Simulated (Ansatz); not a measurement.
Ru, DFT, PBE, all-electron LAPW, scalar-relativistic (Ansatz 0.2.0), run on 1 thread of Intel(R) Xeon(R) 6975P-C (Granite Rapids) on a shared host.

The structure comes from a relaxation in the same program, started in the diamond type, and has space group Fd-3m. Whether it is a known phase or the ground state wasn't checked.

Command: `ansatz run input.yaml --threads 1 --pin off --max-ram 2048MiB --backend cpu --events-out ev --progress --plain --runs-dir out`

```yaml
crystal:
  lattice:
    - [0.0, 2.7269856412, 2.7269856412]
    - [2.7269856412, 0.0, 2.7269856412]
    - [2.7269856412, 2.7269856412, 0.0]
  atoms:
    - { symbol: Ru, position: [0.0, 0.0, 0.0] }
    - { symbol: Ru, position: [0.25, 0.25, 0.25] }
kpoints:
  mp_grid: { grid: [10, 10, 10] }
  band_path:
    path:
      - [0.0, 0.0, 0.0]
      - [0.5, 0.0, 0.5]
      - [0.625, 0.25, 0.625]
      - [0.375, 0.375, 0.75]
      - [0.0, 0.0, 0.0]
      - [0.5, 0.5, 0.5]
      - [0.5, 0.25, 0.75]
      - [0.5, 0.0, 0.5]
    npoints: 14
scf:
  occupations: { method: fermi_dirac, width: 0.03 }
hamiltonian:
  xc: pbe
  pseudopotentials: { kind: all_electron, lapw: { basis_error: 0.0005 } }
output:
  forces: true
  stress: true
  eigenvalues: true
  populations: true
  dos: { projected: true, de: 0.2, e_range: [-14, 8] }
```

Question: How large is the problem that the program sets up?

Answer: 47 irreducible k-points, 701 plane waves at Γ, 41 bands.

Question: About how long does it take, and how much memory does it use?

Answer: 22 s of wall time for 6 SCF iterations, with a peak of 0.49 GiB. Times on shared machines scatter by tens of per cent.

Question: And the same cell and mesh by frozen-core PAW, asked for forces, stress, eigenvalues, efg, populations, bader, dos, write_density, write_potential, elf and the same band path, on the same hardware?

Answer: 17 s, peak memory 0.42 GiB.

Question: And the same cell and mesh by crystal-made all-electron datasets, asked for forces, stress, eigenvalues, efg and the same band path, on the same hardware?

Answer: 9.2 s, peak memory 0.52 GiB.
